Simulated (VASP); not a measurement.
Runs of VASP 6.6.1 on HgTe. All rows change the cell; the cell of one of them follows. The structure is tetragonal, space group I4/mmm (No. 139). The conventional cell has a = 4.569 Å, b = 4.569 Å, c = 6.154 Å, α = 90.00°, β = 90.00°, γ = 90.00°. Hg (site symmetry 4/mmm) has 6 Te at 3.08 to 3.23 Å as nearest neighbours. Te (site symmetry 4/mmm) has 6 Hg at 3.08 to 3.23 Å as nearest neighbours. Measurements of this composition are mostly on another form, of space group No. 216.

```csv
cell,further INCAR settings,gap on the mesh (eV),pressure (GPa)
"strain +0.050 along x and y, +0.000 along z, atoms carried along",ALGO = Fast; EDIFF = 1e-06; NBANDS = 16,none,-6.1
"strain -0.050 along x and y, +0.000 along z, atoms carried along",ALGO = Fast; EDIFF = 1e-06; NBANDS = 16,none,2.5
"strain +0.000 along x and y, -0.050 along z, atoms carried along",ALGO = Fast; EDIFF = 1e-06; NBANDS = 16,none,-0.7
"strain -0.050 along x and y, +0.050 along z, atoms carried along",ALGO = Fast; EDIFF = 1e-07; NBANDS = 16,none,(a)
```

Alike in all rows: task single point; level PBEsol; potentials or basis VASP PAW PBE potentials, release 64 (Hg, Te); no spin polarisation; k mesh 14 × 14 × 14; cutoff (eV) 520; smearing gaussian 0.15 eV.

**Question.** Estimate the missing entries.

**Answer.** (a) 0.2.

Caveats: the PAW data sets were made with another functional, which shifts forces and pressure a little.

A k mesh can miss the band edges, and the runs leave out spin-orbit coupling on Hg, Te.

A gap of «none» marks a metal or a gap under the smearing width.
